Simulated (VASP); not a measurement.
# MoP (P-6m2) in VASP: notebook

Runs on MoP. Level: LDA. Tasks: relaxation of cell and atoms, relaxation of shape and atoms at fixed volume.

Everything below comes from runs of VASP 6.6.1. Logs are shortened: lines on timing, memory, paths and dates and some standing lists are left out, and cuts for length are marked.

### Step 1. The crystal as given

It takes space group P-6m2 (No. 187, hexagonal). Conventional cell: a = 3.194 Å, b = 3.194 Å, c = 3.158 Å, α = 90.00°, β = 90.00°, γ = 120.00°. Around Mo (site symmetry -6m2) lie 6 P at 2.43 Å. P (site symmetry -6m2) is surrounded by 6 Mo at 2.43 Å.

### Step 2. Relaxation of cell and atoms, LDA

INCAR

```
PREC = Accurate
ENCUT = 600
EDIFF = 1E-7
ISMEAR = 1
SIGMA = 0.1
LREAL = F
LASPH = T
NELM = 80
ALGO = Normal
ISIF = 3
LWAVE = F
LCHARG = F
IBRION = 2
NSW = 90
EDIFFG = -0.005
```

KPOINTS

```
regular mesh
0
Gamma
  15 15 11
```

POSCAR

```
MoP                                     
1.0
    3.1938520214      0.0000000000      0.0000000000
   -1.5969260107      2.7659569865      0.0000000000
    0.0000000000      0.0000000000      3.1576909172
  Mo              P             
     1     1
Direct
     0.0000000000000000    0.0000000000000000    1.0000000000000000
     0.3333333332999970    0.6666666667000030    0.5000000000000000
```

Potentials or basis: VASP PAW LDA potentials, release 64 (Mo_sv, P).

The run is started by

```console
> cat potpaw_LDA.64/Mo_sv/POTCAR potpaw_LDA.64/P/POTCAR > POTCAR
> mpirun -np 1 vasp_std > vasp.out
```

OUTCAR:

```text
PREC = Accurate
   ENCUT = 600
   EDIFF = 1E-7
   ISMEAR = 1
   LREAL = F
   LASPH = T
   NELM = 80
   ISIF = 3
   IBRION = 2
   NSW = 90
   EDIFFG = -0.005

 ion  position               nearest neighbor table
   1  0.000  0.000  0.000-   2 2.43   2 2.43   2 2.43   2 2.43   2 2.43   2 2.43
   2  0.333  0.667  0.500-   1 2.43   1 2.43   1 2.43   1 2.43   1 2.43   1 2.43

  LATTYP: Found a hexagonal cell.
 ALAT       =     3.1938520214
 C/A-ratio  =     0.9886779024

  Lattice vectors:

 A1 = (   3.1938520214,   0.0000000000,   0.0000000000)
 A2 = (  -1.5969260107,   2.7659569865,   0.0000000000)
 A3 = (   0.0000000000,   0.0000000000,   3.1576909172)

Analysis of symmetry for initial positions (statically):
=====================================================================
 Subroutine PRICEL returns:
 Original cell was already a primitive cell.

 Routine SETGRP: Setting up the symmetry group for a
 hexagonal supercell.

 Subroutine GETGRP returns: Found 12 space group operations
 (whereof 12 operations were pure point group operations)
 out of a pool of 24 trial point group operations.

The static configuration has the point symmetry D_3h.

Analysis of symmetry for dynamics (positions and initial velocities):
=====================================================================
 Subroutine PRICEL returns:
 Original cell was already a primitive cell.

 Routine SETGRP: Setting up the symmetry group for a
 hexagonal supercell.

 Subroutine GETGRP returns: Found 12 space group operations
 (whereof 12 operations were pure point group operations)
 out of a pool of 24 trial point group operations.

The dynamic configuration has the point symmetry D_3h.

 Subroutine INISYM returns: Found 12 space group operations
 (whereof 12 operations are pure point group operations),
 and found     1 'primitive' translations

----------------------------------------------------------------------------------------

                                     Primitive cell

  volume of cell :      27.8952

  direct lattice vectors                    reciprocal lattice vectors
     3.193852021  0.000000000  0.000000000     0.313101544  0.180769261  0.000000000
    -1.596926011  2.765956986  0.000000000     0.000000000  0.361538522  0.000000000
     0.000000000  0.000000000  3.157690917     0.000000000  0.000000000  0.316687107

  length of vectors
     3.193852021  3.193852021  3.157690917     0.361538522  0.361538522  0.316687107

  position of ions in fractional coordinates (direct lattice)
     0.000000000  0.000000000  0.000000000
     0.333333333  0.666666667  0.500000000

  ion indices of the primitive-cell ions
   primitive index   ion index
                 1           1
                 2           2

----------------------------------------------------------------------------------------

 KPOINTS: regular mesh

Automatic generation of k-mesh.
 Grid dimensions read from file:
 generate k-points for:   15   15   11

 Generating k-lattice:

  Cartesian coordinates                     Fractional coordinates (reciprocal lattice)
     0.020873436  0.012051284  0.000000000     0.066666667  0.000000000  0.000000000
     0.000000000  0.024102568  0.000000000     0.000000000  0.066666667  0.000000000
     0.000000000  0.000000000  0.028789737     0.000000000  0.000000000  0.090909091

  Length of vectors
     0.024102568  0.024102568  0.028789737

  Shift w.r.t. Gamma in fractional coordinates (k-lattice)
     0.000000000  0.000000000  0.000000000

 Subroutine IBZKPT returns following result:
 ===========================================

 Found    162 irreducible k-points:

 Following reciprocal coordinates:
            Coordinates               Weight
  0.000000  0.000000  0.000000      1.000000
  0.066667  0.000000  0.000000      6.000000
  0.133333  0.000000  0.000000      6.000000
  0.200000 -0.000000  0.000000      6.000000
  0.266667  0.000000  0.000000      6.000000
  0.333333  0.000000  0.000000      6.000000
[... 16 lines left out ...]
  0.333333  0.200000  0.000000     12.000000
  0.400000  0.200000  0.000000      6.000000
 [... further k-points ...]
   k-points           NKPTS =    162   k-points in BZ     NKDIM =    162   number of bands    NBANDS=     13
   number of dos      NEDOS =    301   number of ions     NIONS =      2
   total plane-waves  NPLWV =  21952
   dimension x,y,z NGX =    28 NGY =   28 NGZ =   28
   dimension x,y,z NGXF=    56 NGYF=   56 NGZF=   56
   ions per type =               1   1
   NGX,Y,Z   is equivalent  to a cutoff of  14.57, 14.57, 14.74 a.u.
   NGXF,Y,Z  is equivalent  to a cutoff of  29.15, 29.15, 29.48 a.u.
 SYSTEM =  unknown system
   PREC   = accura    normal or accurate (medium, high low for compatibility)
   ISTART =      0    job   : 0-new  1-cont  2-samecut
   ICHARG =      2    charge: 1-file 2-atom 10-const
   ISPIN  =      1    spin polarized calculation?
   LNONCOLLINEAR =      F non collinear calculations
[... 58 lines left out ...]

  FORCE on cell =-STRESS in cart. coord.  units (eV):
  Direction    XX          YY          ZZ          XY          YZ          ZX
  --------------------------------------------------------------------------------------
  -------------------------------------------------------------------------------------
  Total        0.0165334      0.0165334      0.0050948      0.0000000      0.0000000     -0.0000000
  in kB        0.9496021      0.9496021      0.2926206      0.0000000      0.0000000     -0.0000000
  external PRESSURE =       0.7306083 kB  Pullay stress =       0.0000000 kB

 VOLUME and BASIS-vectors are now :
 -----------------------------------------------------------------------------
  energy-cutoff  :      600.00
  volume of cell :       27.90
      direct lattice vectors                 reciprocal lattice vectors
     3.193852021  0.000000000  0.000000000     0.313101544  0.180769261  0.000000000
    -1.596926011  2.765956986  0.000000000     0.000000000  0.361538522  0.000000000
     0.000000000  0.000000000  3.157690917     0.000000000  0.000000000  0.316687107
[... 37 lines left out ...]
 POSITION                                       TOTAL-FORCE (eV/Angst)
 -----------------------------------------------------------------------------------
      0.00000      0.00000     -0.00000         0.000000     -0.000000      0.000000
     -0.00000      1.84471      1.57904        -0.000000      0.000000      0.000000
 -----------------------------------------------------------------------------------
    total drift:                                0.000000     -0.000000      0.000000

  FREE ENERGIE OF THE ION-ELECTRON SYSTEM (eV)
  ---------------------------------------------------
  free  energy   TOTEN  =       -19.7188968485 eV

  energy  without entropy=      -19.7184125209  energy(sigma->0) =      -19.71873541

--------------------------------------- Ionic step        3  -------------------------------------------

 number of electron      19.0000000 magnetization

 Free energy of the ion-electron system (eV)
  ---------------------------------------------------
  ext. energy  EPLUGINS =         0.00000000
  ---------------------------------------------------
  free energy    TOTEN  =       -19.71890333 eV

  energy without entropy =      -19.71841711  energy(sigma->0) =      -19.71874126

 E-fermi :  12.2894     XC(G=0): -12.8967

 val. band max:       12.2887757382   @ k =   0.2000  -0.0000   0.0000
 cond. band min:      12.2914073857   @ k =   0.4000   0.0000   0.0909
 fundamental gap:      0.0026316475
 Fermi energy:        12.2893744997

 k-point     1 :       0.0000    0.0000    0.0000
  band No.  band energies     occupation
      1     -48.5544      2.00000
      2     -22.9070      2.00000
      3     -22.6824      2.00000
      4     -22.6824      2.00000
      5      -1.7975      2.00000
      6       7.8783      2.00000
      7       8.8471      2.00000
      8       8.8471      2.00000
      9      11.6174      2.00000
     10      12.5616     -0.00081
     11      12.5616     -0.00081
     12      16.5147      0.00000
     13      16.5147      0.00000

 k-point     2 :       0.0667    0.0000    0.0000
  band No.  band energies     occupation
      1     -48.5528      2.00000
      2     -22.9048      2.00000
      3     -22.6997      2.00000
      4     -22.6863      2.00000
      5      -1.7123      2.00000
      6       7.8507      2.00000
      7       8.7557      2.00000
      8       8.9218      2.00000
      9      11.0869      2.00000
     10      12.5262     -0.00409
     11      13.1562     -0.00000
[... 339 lines left out ...]
 k-point    24 :       0.4000    0.2000    0.0000
  band No.  band energies     occupation
      1     -48.5129      2.00000
      2     -23.0252      2.00000
      3     -22.8552      2.00000
      4     -22.8505      2.00000
      5       1.2076      2.00000
      6       5.2437      2.00000
      7       7.5518      2.00000
      8       8.3650      2.00000
      9      11.0260      2.00000
     10      11.4552      2.00000
     11      13.1578     -0.00000
     12      13.9722     -0.00000
     13      18.5256      0.00000

 [... further k-points ...]
[... 5 lines left out ...]
  --------------------------------------------------------------------------------------
  -------------------------------------------------------------------------------------
  Total       -0.0016525     -0.0016525     -0.0086329     -0.0000000      0.0000000      0.0000000
  in kB       -0.0948789     -0.0948789     -0.4956567     -0.0000000      0.0000000      0.0000000
  external PRESSURE =      -0.2284715 kB  Pullay stress =       0.0000000 kB

 VOLUME and BASIS-vectors are now :
 -----------------------------------------------------------------------------
  energy-cutoff  :      600.00
  volume of cell :       27.91
      direct lattice vectors                 reciprocal lattice vectors
     3.194346314  0.000000000 -0.000000000     0.313053095  0.180741289 -0.000000000
    -1.597173157  2.766385056  0.000000000    -0.000000000  0.361482577 -0.000000000
    -0.000000000  0.000000000  3.157841509     0.000000000 -0.000000000  0.316672004

 POSITION                                       TOTAL-FORCE (eV/Angst)
 -----------------------------------------------------------------------------------
     -0.00000      0.00000      3.15784        -0.000000     -0.000000      0.000000
     -0.00000      1.84426      1.57892         0.000000      0.000000      0.000000
 -----------------------------------------------------------------------------------
    total drift:                                0.000000     -0.000000      0.000000

  FREE ENERGIE OF THE ION-ELECTRON SYSTEM (eV)
  ---------------------------------------------------
  free  energy   TOTEN  =       -19.7189033309 eV

  energy  without entropy=      -19.7184171092  energy(sigma->0) =      -19.71874126

 reached required accuracy - stopping structural energy minimisation
```

Run time: 2.3 min. Hardware: 1 thread of Intel Xeon Platinum 8175M at 2.50GHz (Skylake/Cascade Lake), shared host; peak memory 0.2 GiB.

Results:

```
Free energy                            : -19.7189 eV
Relaxed volume                         : 13.95 Å³/atom
Relaxed cell                           : a = 3.194 Å, b = 3.194 Å, c = 3.158 Å, α = 90.00°, β = 90.00°, γ = 120.00°
Space group after relaxing (to 0.05 Å) : P-6m2 (No. 187)
Energy gained by relaxing              : 0.0 meV/atom
Ionic steps                            : 3
Pressure after relaxing                : 0.0 GPa
Band gap on the k mesh                 : none (metal or under the smearing width)
```

Final structure:
```yaml
crystal:
  lattice:
    - [3.19435, 0.00000, 0.00000]
    - [-1.59717, 2.76639, 0.00000]
    - [0.00000, 0.00000, 3.15784]
  atoms:
    - { symbol: Mo, position: [0.00000, 0.00000, 0.00000] }
    - { symbol: P, position: [0.33333, 0.66667, 0.50000] }
```

Levels at points of the mesh, in eV from the Fermi level:
```csv
k point,band 8,band 9,band 10,band 11,band 12,band 13
"(0.00, 0.00, 0.00)",-3.44,-0.67,0.27,0.27,4.23,4.23
```

### Step 3. Relaxation of shape and atoms at fixed volume, LDA (a relaxed cell with its volume scaled by 0.94)

INCAR

```
PREC = Accurate
ENCUT = 600
EDIFF = 1E-7
ISMEAR = 1
SIGMA = 0.1
LREAL = F
LASPH = T
NELM = 80
ALGO = Fast
ISIF = 4
LWAVE = F
LCHARG = F
IBRION = 2
NSW = 40
EDIFFG = -0.01
```

KPOINTS is that of step 2.

POSCAR

```
MoP                                     
1.0
    3.1291372753      0.0000000000     -0.0000000000
   -1.5645686376      2.7099123723      0.0000000000
   -0.0000000000      0.0000000000      3.0933776759
  Mo              P             
     1     1
Direct
     0.0000000000000000    0.0000000000000000    1.0000000000000000
     0.3333333332999970    0.6666666667000030    0.5000000000000000
```

Potentials or basis: VASP PAW LDA potentials, release 64 (Mo_sv, P).

The run is started by

```console
> cat potpaw_LDA.64/Mo_sv/POTCAR potpaw_LDA.64/P/POTCAR > POTCAR
> mpirun -np 1 vasp_std > vasp.out
```

Run time: 3.2 min. Hardware: 1 thread of Intel Xeon Platinum 8175M at 2.50GHz (Skylake/Cascade Lake), shared host; peak memory 0.2 GiB.

It converged, with:

| Item | Value |
| --- | --- |
| Free energy | -19.6337 eV |
| Energy gained by relaxing | 1.6 meV/atom |
| Ionic steps | 3 |
| Pressure after relaxing | 17.0 GPa |
| Band gap on the k mesh | none (metal or under the smearing width) |

Step by step:
```tsv
step	energy change (eV)	largest force (eV/Å)	pressure (GPa)
1	0.0000	0.0000	17.68
2	-0.0028	0.0000	16.85
3	-0.0031	0.0000	17.02
```

Final structure:
```
Mo P
1.0
     3.11535    0.00000    0.00000
    -1.55768    2.69797    0.00000
     0.00000    0.00000    3.12082
Mo P
1 1
Direct
  0.00000 0.00000 0.00000
  0.33333 0.66667 0.50000
```

Levels at points of the mesh, in eV from the Fermi level:
```
           k point  band 7  band 8  band 9  band 10  band 11  band 12  band 13
(0.00, 0.00, 0.00)   -3.61   -3.61   -0.78     0.26     0.26     4.50     4.50
```

### Step 4. Relaxation of shape and atoms at fixed volume, LDA (a relaxed cell with its volume scaled by 0.96)

INCAR is that of step 3.

KPOINTS is that of step 3.

POSCAR

```
MoP                                     
1.0
    3.1511741793      0.0000000000     -0.0000000000
   -1.5755870897      2.7289968911      0.0000000000
   -0.0000000000      0.0000000000      3.1151627435
  Mo              P             
     1     1
Direct
     0.0000000000000000    0.0000000000000000    1.0000000000000000
     0.3333333332999970    0.6666666667000030    0.5000000000000000
```

The run is started by

```console
> cat potpaw_LDA.64/Mo_sv/POTCAR potpaw_LDA.64/P/POTCAR > POTCAR
> mpirun -np 1 vasp_std > vasp.out
```

Wall time 3 min (1 thread of Intel Xeon Platinum 8175M at 2.50GHz (Skylake/Cascade Lake), shared host); peak memory 0.2 GiB.

The run converged. Its results:

- Free energy: -19.6822 eV
- Energy gained by relaxing: 0.7 meV/atom
- Ionic steps: 3
- Pressure after relaxing: 10.7 GPa
- Band gap on the k mesh: none (metal or under the smearing width)

Step by step:
```csv
step,energy change (eV),largest force (eV/Å),pressure (GPa)
1,0.0000,0.0000,11.14
2,-0.0012,0.0000,10.62
3,-0.0013,0.0000,10.75
```

Final structure:
```cif
data_structure
_symmetry_space_group_name_H-M 'P 1'
_symmetry_Int_Tables_number 1
_cell_length_a 3.1422
_cell_length_b 3.1422
_cell_length_c 3.1330
_cell_angle_alpha 90.000
_cell_angle_beta 90.000
_cell_angle_gamma 120.000
_cell_volume 26.79
loop_
_atom_site_label
_atom_site_type_symbol
_atom_site_fract_x
_atom_site_fract_y
_atom_site_fract_z
_atom_site_occupancy
Mo1 Mo 0.00000 0.00000 0.00000 1
P1 P 0.33333 0.66667 0.50000 1
```

Levels at points of the mesh, in eV from the Fermi level:
```
           k point  band 6  band 7  band 8  band 9  band 10  band 11  band 12  band 13
(0.00, 0.00, 0.00)   -4.70   -3.56   -3.56   -0.74     0.27     0.27     4.41     4.41
```

### Step 5. Relaxation of shape and atoms at fixed volume, LDA (a relaxed cell with its volume scaled by 0.98)

INCAR is that of step 4.

KPOINTS is that of step 4.

POSCAR

```
MoP                                     
1.0
    3.1729071018      0.0000000000     -0.0000000000
   -1.5864535509      2.7478181540      0.0000000000
   -0.0000000000      0.0000000000      3.1366473034
  Mo              P             
     1     1
Direct
     0.0000000000000000    0.0000000000000000    1.0000000000000000
     0.3333333332999970    0.6666666667000030    0.5000000000000000
```

The run is started by

```console
> cat potpaw_LDA.64/Mo_sv/POTCAR potpaw_LDA.64/P/POTCAR > POTCAR
> mpirun -np 1 vasp_std > vasp.out
```

It took 2.9 min on 1 thread of Intel Xeon Platinum 8175M at 2.50GHz (Skylake/Cascade Lake), shared host; peak memory 0.2 GiB.

Results (log left out):

```yaml
Free_energy: -19.7099 eV
Energy_gained_by_relaxing: 0.1 meV/atom
Ionic_steps: 3
Pressure_after_relaxing: 5.1 GPa
Band_gap_on_the_k_mesh: none (metal or under the smearing width)
```

Step by step:
| step | energy change (eV) | largest force (eV/Å) | pressure (GPa) |
| --- | --- | --- | --- |
| 1 | 0.0000 | 0.0000 | 5.27 |
| 2 | -0.0003 | 0.0000 | 5.04 |
| 3 | -0.0003 | 0.0000 | 5.09 |

Final structure:
```
CELL_PARAMETERS angstrom
3.16857 0.00000 0.00000
-1.58429 2.74406 0.00000
0.00000 0.00000 3.14524
ATOMIC_POSITIONS crystal
Mo 0.00000 0.00000 0.00000
P 0.33333 0.66667 0.50000
```

Levels at points of the mesh, in eV from the Fermi level:
```csv
k point,band 8,band 9,band 10,band 11,band 12,band 13
"(0.00, 0.00, 0.00)",-3.50,-0.71,0.27,0.27,4.31,4.31
```

### Step 6. Overview

```csv
task,cell,gap on the mesh (eV),pressure (GPa)
relaxation of cell and atoms,relaxed,none,0.0
relaxation of shape and atoms at fixed volume,atoms relaxed at fixed volume from: a relaxed cell with its volume scaled by 0.94,none,17.0
relaxation of shape and atoms at fixed volume,atoms relaxed at fixed volume from: a relaxed cell with its volume scaled by 0.96,none,10.7
relaxation of shape and atoms at fixed volume,atoms relaxed at fixed volume from: a relaxed cell with its volume scaled by 0.98,none,5.1
```

Alike in all rows: level LDA; potentials or basis VASP PAW LDA potentials, release 64 (Mo_sv, P); no spin polarisation; k mesh 15 × 15 × 11; cutoff (eV) 600; smearing methfessel-paxton 0.1 eV.

Total energies depend on the potentials used, so only differences within one code and one set of settings carry meaning.
